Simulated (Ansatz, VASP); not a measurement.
# One calculation of Zn, two programs

File INCAR:

```
  PREC = Accurate
  ENCUT = 520
  EDIFF = 1E-6
  ISMEAR = -1
  SIGMA = 0.1
  LREAL = F
  LASPH = T
  NELM = 80
  ALGO = Normal
  ISIF = 2
  LWAVE = F
  LCHARG = T
  LELF = T
  LVHAR = T
  NBANDS = 19
```

KPOINTS

```
regular mesh
0
Gamma
  2 2 1
```

POSCAR

```
Zn
1.0
    2.5709734941      0.0000000000      0.0000000000
   -1.2854867470      2.2265283583      0.0000000000
    0.0000000000      0.0000000000      4.7361908757
Zn
2
Direct
    0.3333333333      0.6666666667      0.2500000000
    0.6666666667      0.3333333333      0.7500000000
```

Input for Ansatz:

```yaml
crystal:
  lattice:
    - [2.5709734941, 0.0, 0.0]
    - [-1.285486747, 2.2265283583, 0.0]
    - [0.0, 0.0, 4.7361908757]
  atoms:
    - { symbol: Zn, position: [0.3333333333, 0.6666666667, 0.25] }
    - { symbol: Zn, position: [0.6666666667, 0.3333333333, 0.75] }
hamiltonian:
  xc: lda
  pseudopotentials:
    kind: paw
    azcp:
      Zn: "pseudopotentials/Zn.paw.azcp"
basis:
  ecutwfc: 420
  fft_grid_basis: typed
kpoints:
  mp_grid: { grid: [2, 2, 1], shift: [0, 0, 0] }
magnetization:
  spin_polarized: false
scf:
  occupations: { method: fermi_dirac, width: 0.1 }
  lower_state_search: "off"
output:
  stress: true
```

Alike in both runs: task single point; functional LDA; k mesh 2 × 2 × 1; occupations fermi-dirac, width 0.1 eV; no spin polarisation.

|  | VASP | Ansatz |
| --- | --- | --- |
| version | VASP 6.6.1 | Ansatz 0.2.0 |
| potentials or method | VASP PAW LDA potentials, release 64 (Zn) | plane waves (420 eV) with PAW, scalar-relativistic |
| plane-wave cutoff (eV) | 520 | 420 |
| valence electrons in the cell | 24 | 24 |

```csv
,VASP,Ansatz,Ansatz less VASP
pressure (GPa),7.5,6.9,-0.53
largest component of the traceless stress (GPa),24.52,24.62,+0.101
```

Ansatz warned: «pseudo_functional_mismatch».

Caveats: the k mesh is coarse (spacing up to 1.41 Å⁻¹), so the values aren't converged.
